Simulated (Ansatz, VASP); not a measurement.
# ZnSe: VASP beside Ansatz, part 2 of 2

Aim: how closely do two programs agree when they are given the same cell, functional and k mesh? Of the first pair: The cell is taken from a series of runs on this material, whose earlier steps may have relaxed, scaled, displaced or heated it; both programs get it as it stands.

VASP 6.6.1 and Ansatz 0.2.0.

So far: The structure; VASP: relaxation of cell and atoms, PBEsol; Ansatz: relaxation of cell and atoms, PBEsol; Differences.

## Step 5: Ansatz: relaxation, PBEsol

Level of this step: Ansatz beside VASP: Kohn-Sham DFT, plane waves, PBEsol (Ansatz).

This run makes the geometry at which the two programs are then compared.

The structure compared here is the end of the Ansatz relaxation.

input.yaml

```yaml
crystal:
  lattice:
    - [0.0, 2.81664401, 2.81664401]
    - [2.81664401, 0.0, 2.81664401]
    - [2.81664401, 2.81664401, 0.0]
  atoms:
    - { symbol: Se, position: [0.75, 0.75, 0.75] }
    - { symbol: Zn, position: [0.0, 0.0, 0.0] }
kpoints:
  mp_grid: { grid: [9, 9, 9] }
scf:
  occupations: { method: fermi_dirac, width: 0.02 }
hamiltonian:
  xc: pbesol
  pseudopotentials: { kind: paw, azcp: { folder: soft_1 }, xc_functional: pbe }
basis:
  ecutwfc: 600
output:
  forces: true
  stress: true
relax:
  f_tol: 0.005
  max_steps: 70
  cell: { stress_tol: 0.02, p_target: 5 }
```

Command:

```sh
$ ansatz run input.yaml --threads 4 --pin off --max-ram 10240MiB --backend cpu --events-out ev --progress --plain --runs-dir out
```

Numbers of over 12 decimals in the logs are rounded to 6 here.

The program printed:

```text
[...]
Crystal: 2 atoms, lattice volume = 44.692 Å³
Basis set: ecut = 600 eV, 1459 PW (Γ), exchange–correlation on 64×64×64 points (8 copies of the dense FFT grid, shifted against one another)
Bands: 18, of which v1, the nominal top of the filled ones, is band 14 counted from 1 (13 counted from 0)
Symmetry: 24 space group operations
[...]
k-points: 35 of 729 (time reversal used)
[...]
0.000000       4.999131       0.000000
        0.000000       0.000000       4.999131
  P = ⅓ Tr σ = 4.9991 GPa (49.991 kbar)
--- Relaxed structure (4 steps of the walk, 4 accepted, 1 SCFs on fresh bases) ---
[...]
cell:  # Å, volume = 41.8436 Å³
    - [0, 2.755496, 2.755496]
    - [2.755496, 0, 2.755496]
    - [2.755496, 2.755496, 0]
  atoms:
    - { symbol: Se, position: [0.750000, 0.750000, 0.750000] }
    - { symbol: Zn, position: [0, 0, 0] }
[key lines of the parts left out:]
SCF converged after 6 iterations
Free energy (F): -8706.426585 eV
Fermi energy:    8.357126 eV
```

## Step 6: VASP: single point, PBEsol, pair 2

The same cell, functional, mesh and smearing now go to VASP, with its own data sets.

INCAR

```
SYSTEM = ZnSe
PREC = Accurate
ENCUT = 500
EDIFF = 1E-06
NELM = 120
ISMEAR = -1
SIGMA = 0.02
LREAL = .FALSE.
ALGO = Normal
GGA = PS
NBANDS = 15
LORBIT = 11
LWAVE = .FALSE.
LCHARG = .FALSE.
ISIF = 2
LASPH = .TRUE.
GGA_COMPAT = .FALSE.
EFERMI = MIDGAP
```

POSCAR

```
ZnSe
1.0
    0.0000000000      2.7554958086      2.7554958086
    2.7554958086      0.0000000000      2.7554958086
    2.7554958086      2.7554958086      0.0000000000
Se Zn
1 1
Direct
    0.7500000000      0.7500000000      0.7500000000
    0.0000000000      0.0000000000      0.0000000000
```

KPOINTS

```
Automatic mesh
0
Gamma
9 9 9
0 0 0
```

PAW data sets: Se and Zn (PBE family, release 64).

Command:

```sh
$ mpirun -np 1 vasp_std
```

The program printed:

```text
[banner, memory and clock lines left out]
running    1 mpi-ranks, on    1 nodes
[...]
[... a notice as in an earlier step ...]

 LDA part: xc-table for (Slater+PW92), standard interpolation
 POSCAR, INCAR and KPOINTS ok, starting setup
[...]
entering main loop
       N       E                     dE             d eps       ncg     rms          rms(c)
DAV:   1     0.857670981702E+02    0.85767E+02   -0.87214E+03  1050   0.136E+03
DAV:   2    -0.181141230853E+01   -0.87579E+02   -0.82933E+02  1176   0.260E+02
DAV:   3    -0.699713392946E+01   -0.51857E+01   -0.51655E+01  1267   0.629E+01
DAV:   4    -0.703815683939E+01   -0.41023E-01   -0.41018E-01  1260   0.597E+00
[...]
DAV:  10    -0.672626169607E+01   -0.44426E-04   -0.22509E-04  1281   0.183E-01    0.238E-02
DAV:  11    -0.672625409786E+01    0.75982E-05   -0.33109E-05  1358   0.761E-02    0.589E-03
DAV:  12    -0.672625400714E+01    0.90725E-07   -0.54653E-06  1239   0.172E-02
   1 F= -.67262540E+01 E0= -.67262540E+01  d E =-.738595E-19
```

From OUTCAR (step 6):

```text
  Total        1.3898485      1.3898485      1.3898485      0.0000000      0.0000000      0.0000000
  in kB       53.2168044     53.2168044     53.2168044      0.0000000      0.0000000      0.0000000
  external PRESSURE =      53.2168044 kB  Pullay stress =       0.0000000 kB

 POSITION                                       TOTAL-FORCE (eV/Angst)
 -----------------------------------------------------------------------------------
      4.13324      4.13324      4.13324         0.000000      0.000000      0.000000
      0.00000      0.00000      0.00000        -0.000000     -0.000000     -0.000000
 -----------------------------------------------------------------------------------
    total drift:                               -0.000001     -0.000001     -0.000001

  FREE ENERGIE OF THE ION-ELECTRON SYSTEM (eV)
  ---------------------------------------------------
  free  energy   TOTEN  =        -6.7262540071 eV

  energy  without entropy=       -6.7262540071  energy(sigma->0) =       -6.72625401

[... 1 part as in an earlier step ...]

[... 2 further parts left out ...]
[key lines of the parts left out:]
E-fermi :   3.0035
```

The run ends at a pressure of 5.32 GPa.

## Step 7: Comparison

What differs besides the data sets and the points named for the pairs above, as far as they apply: the data sets hold 28 valence electrons in Ansatz (on its PAW soft_1 files) and 18 in VASP; Ansatz's pressure holds a Pulay correction, VASP's none. Total energies have different zeros and are not compared.

Compared:

```
              quantity  Ansatz   VASP  difference
        pressure (GPa)    5.00   5.32       -0.32
gap on the k mesh (eV)   1.504  1.515      -0.011
```

A gap on the mesh is an upper bound, since the band edges may lie between its points.

## Step 8: Ansatz: relaxation, PBEsol

This run makes the geometry at which the two programs are then compared. The cell compared in this pair holds 38.09 Å³, against 41.84 Å³ for the pair before.

The structure compared here is the end of the Ansatz relaxation.

input.yaml: that of step 5 with these lines changed.

```diff
@@ -20,2 +20,6 @@
   stress: true
+  write_density: true
+  write_potential: true
+  elf: true
+  volumetric_format: npy
 relax:
@@ -23,2 +27,2 @@
   max_steps: 70
-  cell: { stress_tol: 0.02, p_target: 5 }
+  cell: { stress_tol: 0.02, p_target: 15 }
```

Command:

```sh
$ ansatz run input.yaml --threads 4 --pin off --max-ram 10240MiB --backend cpu --events-out ev --progress --plain --runs-dir out
```

The program printed:

```text
[...]
Crystal: 2 atoms, lattice volume = 44.692 Å³
Basis set: ecut = 600 eV, 1459 PW (Γ), exchange–correlation on 64×64×64 points (8 copies of the dense FFT grid, shifted against one another)
Bands: 18, of which v1, the nominal top of the filled ones, is band 14 counted from 1 (13 counted from 0)
Symmetry: 24 space group operations
[...]
k-points: 35 of 729 (time reversal used)
[...]
k-point 34: bands = [... 10 lower, 2.6264, 3.4536, 5.2338, 5.8818, 14.2077, 15.0804, 15.8744, 17.7083]
--- Relaxed structure (4 steps of the walk, 4 accepted, 1 SCFs on fresh bases) ---
[...]
cell:  # Å, volume = 38.0923 Å³
    - [0, 2.670560, 2.670560]
    - [2.670560, 0, 2.670560]
    - [2.670560, 2.670560, 0]
  atoms:
    - { symbol: Se, position: [0.75, 0.75, 0.75] }
    - { symbol: Zn, position: [0, 0, 0] }
[key lines of the parts left out:]
SCF converged after 6 iterations
Free energy (F): -8706.201792 eV
Fermi energy:    10.023216 eV
P = ⅓ Tr σ = 14.9945 GPa (149.945 kbar)
```

## Step 9: VASP: single point, PBEsol, pair 3

The same cell, functional, mesh and smearing now go to VASP, with its own data sets.

INCAR is that of step 6.

POSCAR

```
ZnSe
1.0
    0.0000000000      2.6705601851      2.6705601851
    2.6705601851      0.0000000000      2.6705601851
    2.6705601851      2.6705601851      0.0000000000
Se Zn
1 1
Direct
    0.7500000000      0.7500000000      0.7500000000
    0.0000000000      0.0000000000      0.0000000000
```

KPOINTS is that of step 6.

Command:

```sh
$ mpirun -np 1 vasp_std
```

The program printed:

```text
[... set-up lines as in an earlier step ...]
 entering main loop
       N       E                     dE             d eps       ncg     rms          rms(c)
DAV:   1     0.899216133631E+02    0.89922E+02   -0.88641E+03  1050   0.142E+03
DAV:   2    -0.120460775741E+01   -0.91126E+02   -0.85818E+02  1134   0.270E+02
DAV:   3    -0.678223102421E+01   -0.55776E+01   -0.55545E+01  1309   0.659E+01
DAV:   4    -0.682640628254E+01   -0.44175E-01   -0.44171E-01  1169   0.622E+00
[...]
DAV:  10    -0.649205565344E+01   -0.14263E-04   -0.21206E-04  1316   0.176E-01    0.312E-02
DAV:  11    -0.649206244454E+01   -0.67911E-05   -0.20414E-05  1204   0.493E-02    0.832E-03
DAV:  12    -0.649206242816E+01    0.16375E-07   -0.23453E-06  1207   0.111E-02
   1 F= -.64920624E+01 E0= -.64920624E+01  d E =-.325360E-23
```

Parts of OUTCAR (step 9):

```text
  Total        3.6705822      3.6705822      3.6705822      0.0000000      0.0000000      0.0000000
  in kB      154.3861827    154.3861827    154.3861827      0.0000000      0.0000000      0.0000000
  external PRESSURE =     154.3861827 kB  Pullay stress =       0.0000000 kB

 POSITION                                       TOTAL-FORCE (eV/Angst)
 -----------------------------------------------------------------------------------
      4.00584      4.00584      4.00584         0.000000      0.000000      0.000000
      0.00000      0.00000      0.00000        -0.000000     -0.000000     -0.000000
 -----------------------------------------------------------------------------------
    total drift:                               -0.000001     -0.000001     -0.000001

  FREE ENERGIE OF THE ION-ELECTRON SYSTEM (eV)
  ---------------------------------------------------
  free  energy   TOTEN  =        -6.4920624282 eV

  energy  without entropy=       -6.4920624282  energy(sigma->0) =       -6.49206243

[... 1 part as in an earlier step ...]

[... 2 further parts left out ...]
[key lines of the parts left out:]
E-fermi :   4.1529
```

The run ends at a pressure of 15.44 GPa.

## Step 10: Side by side

What differs besides the data sets and the points named for the pairs above, as far as they apply: the data sets hold 28 valence electrons in Ansatz (on its PAW soft_1 files) and 18 in VASP. Total energies have different zeros and are not compared.

Compared:

```
              quantity  Ansatz   VASP  difference
        pressure (GPa)   14.99  15.44       -0.44
gap on the k mesh (eV)   1.906  1.926      -0.020
```

A gap on the mesh is an upper bound, since the band edges may lie between its points.

## Step 11: What came out

* difference in volume (relaxation of cell and atoms, PBEsol): -0.41 %
* difference in gap on the k mesh (single point, PBEsol, pair 2): -0.011 eV
* difference in gap on the k mesh (single point, PBEsol, pair 3): -0.020 eV

**Reading.** The difference in volume is -0.41 % (relaxation of cell and atoms, PBEsol), within the 1.2 % picked in this series as the mark of a large difference, as far as the stopping tolerances let one tell. The data sets hold unlike numbers of valence electrons (28 in Ansatz and 18 in VASP), so part of the differences comes from the potentials. 3 further runs of this series are not shown here. Such differences can come from data sets, numerical settings and the points named under the comparisons, not from the functional's error against experiment.

[Lines on the potential files, build, host, timing and source positions are cut from VASP's logs without a mark.]

[Logs are printed without paths, hosts, clocks, repeated set-up lines and the standing remarks that a program may print on its own settings, such as how far it seeks lower states.]

[Hosts, paths, dates, database ids (printed as entryN), source tags and the programs' standing remarks are cut or masked in the printed files.]
